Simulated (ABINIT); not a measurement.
PbS: band structure with PBE

PbS:

```
Pb S
1.0
     2.07995   -5.99130    0.00000
     2.07995    5.99130    0.00000
     0.00000    0.00000    4.27932
Pb S
2 2
Direct
  0.13056 0.86944 0.25000
  0.86944 0.13056 0.75000
  0.35480 0.64520 0.25000
  0.64520 0.35480 0.75000
```

Measurements of this composition are mostly on another form, of space group No. 225.

```yaml
Program: ABINIT 10.8.3 (patched build)
Task: band structure
Functional: PBE
Potentials_or_basis: JTH PAW PBE v2.0
Cutoff: 599 eV
k_mesh: 7 × 7 × 6
Occupations: fermi-dirac, width 0.05 eV
Spin: no spin polarisation
Fine-grid_cutoff: 1197.3 eV
Exchange_and_correlation_inside_the_PAW_spheres: full angular mesh (pawxcdev 0, this build's default; the released program takes 1)
```

```json
{"Pressure": "1.1 GPa", "Largest force": "0.114 eV/Å", "Band gap on the k mesh": "1.25 eV, indirect (least direct gap 1.42 eV)", "Band gap along the path": "1.12 eV, indirect (least direct gap 1.18 eV)", "Valence electrons inside the program's atomic spheres": "Pb 11.32; S 3.53"}
```

Forces in eV/Å, atoms in the order of the input:
```
Pb   0.000  0.086  0.000
Pb   0.000 -0.086  0.000
S    0.000 -0.114  0.000
S    0.000  0.114  0.000
```

Stress tensor (GPa, compression positive):
```
1.01 0.00 0.00
0.00 1.45 0.00
0.00 0.00 0.95
```

Levels at the corners of the path, in eV from the valence-band top:
```csv
point,band 18,band 19,band 20,band 21,band 22,band 23
Γ,-1.70,-1.53,-0.54,4.62,4.69,4.83
X,-1.27,-0.71,-0.29,1.61,1.78,2.05
S,-1.21,-0.42,-0.41,1.73,1.82,2.18
R,-3.15,-1.49,-1.49,3.38,3.38,5.21
A,-2.81,-1.51,-1.51,3.18,3.18,5.66
Z,-1.16,-0.16,-0.16,1.77,1.77,2.74
Γ,-1.70,-1.53,-0.54,4.62,4.69,4.83
Y,-1.91,-1.36,-0.52,1.12,4.41,4.80
X1,-1.27,-0.71,-0.29,1.61,1.78,2.05
A1,-2.81,-1.51,-1.51,3.18,3.18,5.66
T,-1.26,-0.52,-0.52,1.64,1.64,3.15
Y,-1.91,-1.36,-0.52,1.12,4.41,4.80
```

Run time: 26 min on 1 thread of Arm Neoverse N1, with other jobs on the host, peak memory 0.41 GiB.

Caveat: spin-orbit coupling is left out, which as a rule narrows the gap of such compounds by several tenths of an eV; the mesh misses the band edges, which the band path finds closer together.
